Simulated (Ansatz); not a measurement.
Crystal: TiO2 (Anatase).

```
CELL_PARAMETERS angstrom
-1.89210 1.89210 4.75730
1.89210 -1.89210 4.75730
1.89210 1.89210 -4.75730
ATOMIC_POSITIONS crystal
Ti 0.75000 0.25000 0.50000
Ti 0.00000 0.00000 0.00000
O 0.79190 0.79190 0.00000
O 0.54190 0.04190 0.50000
O 0.95810 0.45810 0.50000
O 0.20810 0.20810 0.00000
```

* Program: Ansatz 0.2.0
* Task: relaxation of cell and atoms
* Functional: BLYP
* Dispersion: D4
* Potentials or basis: Ansatz PAW
* Cutoff: 420 eV (not typed: the program's choice for these potentials)
* k mesh: 10 × 10 × 10
* Occupations: fermi-dirac, width 0.05 eV
* Spin: no spin polarisation

At the start: volume 11.35 Å³/atom.

Question: How do energy, volume and symmetry change on relaxing?

Answer: It ends after 7 steps and the volume is 11.54 Å³/atom (+1.6 %); space group I4_1/amd (No. 141, to 0.05 Å).

The path:
```csv
step,energy change (eV),largest force (eV/Å),volume (Å³)
1,0.0000,0.1676,68.13
2,-0.0067,0.0785,68.81
3,-0.0069,0.0151,69.14
4,-0.0072,0.0027,69.13
5,-0.0133,0.0025,69.13
6,-0.0129,0.0000,69.21
7,-0.0134,0.0000,69.21
```

Final structure:
```
CELL_PARAMETERS angstrom
-1.89471 1.89471 4.81994
1.89471 -1.89471 4.81994
1.89471 1.89471 -4.81994
ATOMIC_POSITIONS crystal
Ti 0.75000 0.25000 0.50000
Ti 0.00000 0.00000 0.00000
O 0.79234 0.79234 0.00000
O 0.54234 0.04234 0.50000
O 0.95766 0.45766 0.50000
O 0.20766 0.20766 0.00000
```

Caveat: the plane-wave basis is chosen anew once the cell has moved, so the energies of steps on either side of that aren't comparable; the pressure holds a Pulay correction of +0.8 GPa for the finite cutoff; the PAW data sets come from PBE, with cores solved anew for the run's functional, which leaves a small shift of forces and pressure.
